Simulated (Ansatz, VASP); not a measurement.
TePb: VASP beside Ansatz

```
CELL_PARAMETERS angstrom
0.00000 3.26784 3.26784
3.26784 0.00000 3.26784
3.26784 3.26784 0.00000
ATOMIC_POSITIONS crystal
Pb 0.00000 0.00000 0.00000
Te 0.50000 0.50000 0.50000
```

Alike in both runs: task single point; functional PBE; k mesh 6 × 6 × 6; no spin polarisation.

|  | VASP | Ansatz |
| --- | --- | --- |
| version | VASP 6.6.1 | Ansatz 0.2.0 |
| potentials or method | VASP PAW PBE potentials, release 64 (Pb_d, Te) | plane waves |
| plane-wave cutoff (eV) | 520 | 420 |
| occupations | gaussian, width 0.01 eV | fixed |
| valence electrons in the cell | 20 | 30 |

|  | VASP | Ansatz | Ansatz less VASP |
| --- | --- | --- | --- |
| gap on the k mesh at the Fermi level (eV) | 0.80 | 0.80 | -0.005 |
| pressure (GPa) | 0.6 | 0.6 | +0.06 |

The two sets of potentials don't hold the same shells in valence.

Caveats: spin-orbit coupling is left out, which as a rule narrows the gap of such compounds by several tenths of an eV. A k mesh can miss the band edges.
